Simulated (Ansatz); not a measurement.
Tb: equation of state with PBEsol

The system is Tb.

```
CELL_PARAMETERS angstrom
3.60100 0.00000 0.00000
-1.80050 3.11856 0.00000
0.00000 0.00000 5.69360
ATOMIC_POSITIONS crystal
Tb 0.66667 0.33333 0.75000
Tb 0.33333 0.66667 0.25000
```

```
Program             : Ansatz 0.2.0
Task                : equation of state
Functional          : PBEsol
Potentials or basis : all-electron LAPW, scalar-relativistic
Basis error allowed : 0.0005 eV/atom
k mesh              : 9 × 9 × 5
Occupations         : fermi-dirac, width 0.05 eV
Spin                : collinear spin, ferromagnetic start
Starting moments    : [6.0, 6.0] μB
```

The equilibrium volume is 29.10 Å³/atom (rough: see the caveat). The bulk modulus at fixed shape and positions is 33 GPa (rough).

Energy against volume, from the lowest point:
```
volume (Å³/atom)  energy (meV/atom)
          30.051               0.00
          30.691               5.07
          31.330              12.28
          31.969              21.42
          32.609              32.25
          33.248              44.60
          33.888              58.31
```

All runs of the series together: 2.9 min on 2 threads of Intel(R) Xeon(R) 6975P-C (Granite Rapids), with other jobs on the host.

Caveat: the minimum lies outside the volumes run; the cell was scaled at fixed shape and fractional positions, which overstates the stiffness of a crystal with free parameters, most of all of layers and chains. The state reached can hang on the start; a lower one may exist.
